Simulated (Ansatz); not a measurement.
# SrO under changes of volume

One of the cells (16.901 Å³/atom); the others are scaled copies at fixed shape and fractional positions:

```
CELL_PARAMETERS angstrom
0.00000 2.56630 2.56630
2.56630 0.00000 2.56630
2.56630 2.56630 0.00000
ATOMIC_POSITIONS crystal
Sr 0.50000 0.50000 0.50000
O 0.00000 0.00000 0.00000
```

```yaml
Program: Ansatz 0.2.0
Functional: PBEsol
Potentials_or_basis: all-electron LAPW, scalar-relativistic
Cutoff: 217 eV (chosen from the basis error)
Basis_error_allowed: 0.001 eV/atom
k_mesh: 9 × 9 × 9
Occupations: fermi-dirac, width 0.05 eV
Spin: no spin polarisation
```

```csv
volume (Å³/atom),energy over the lowest point (meV/atom),pressure (GPa),gap on the mesh (eV)
15.887,16.00,6.0,3.21
16.225,6.01,3.5,3.23
16.563,0.85,1.4,3.24
16.901,0.00,-0.5,3.26
17.239,?,?,?
17.577,9.48,-3.8,3.28
17.915,19.04,-5.2,3.28
```

Question: What does the run at 17.239 Å³/atom give?

Answer: Energy over the lowest point 3.02 meV/atom; pressure -2.3 GPa; gap on the mesh 3.27 eV.

Worked out: A Birch-Murnaghan fit of order 3 (a polynomial in V^(-2/3)) to the other rows has its minimum at 16.80 Å³/atom with B0 = V·E''(V) = 94 GPa and B' = 4.5. It gives 3.01 meV/atom at 17.239 Å³/atom, against the run's 3.02, and -dE/dV = -2.3 GPa, against -2.3. A straight line through the other rows of the gap, of slope 0.598 eV per unit of ln V, gives 3.26 eV, against the run's 3.27.

Energies are extrapolated to zero smearing.

Caveats: an odd mesh through Γ misses points on the zone boundary, where band edges often lie. Spin-orbit coupling on Sr is left out.
